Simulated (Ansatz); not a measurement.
Runs of Ansatz 0.2.0 on Gd. It takes space group Im-3m (No. 229, cubic). Conventional cell: a = 4.050 Å, b = 4.050 Å, c = 4.050 Å, α = 90.00°, β = 90.00°, γ = 90.00°. Gd (site symmetry m-3m) is surrounded by 8 Gd at 3.51 Å. This isn't the form of Gd at room conditions, which is hcp.

```tsv
level	U	gap on the mesh (eV)	pressure (GPa)	moment (μB)
PBEsol+U	Gd f U = 2 eV	none	-2.2	(b)
PBEsol+U	Gd f U = 4 eV	none	(a)	7.79
PBEsol	-	none	-2.3	7.60
PBEsol+U	Gd f U = 8 eV	none	-1.8	7.81
PBEsol+U	Gd f U = 6 eV	none	(c)	7.81
```

Alike in all rows: task density of states; potentials or basis all-electron LAPW, scalar-relativistic; spin collinear, ferromagnetic start; cell as given; k mesh 9 × 9 × 9; cutoff (eV) 163; smearing fermi-dirac 0.05 eV; basis error allowed 0.001 eV/atom.

Task: Fill in the values left out.

Result: (a) -2.1; (b) 7.78; (c) -1.9.

Caveats: an open f shell can end in a state above the lowest; spin-orbit coupling is left out, which moves the levels of the heavy elements; the magnetic state may not be the lowest (some runs); U is the effective U less J, on atomic orbitals that reach past the spheres (some runs).

A k mesh can miss the band edges, and the runs leave out spin-orbit coupling on Gd.

A gap of «none» marks a metal or a gap under the smearing width.
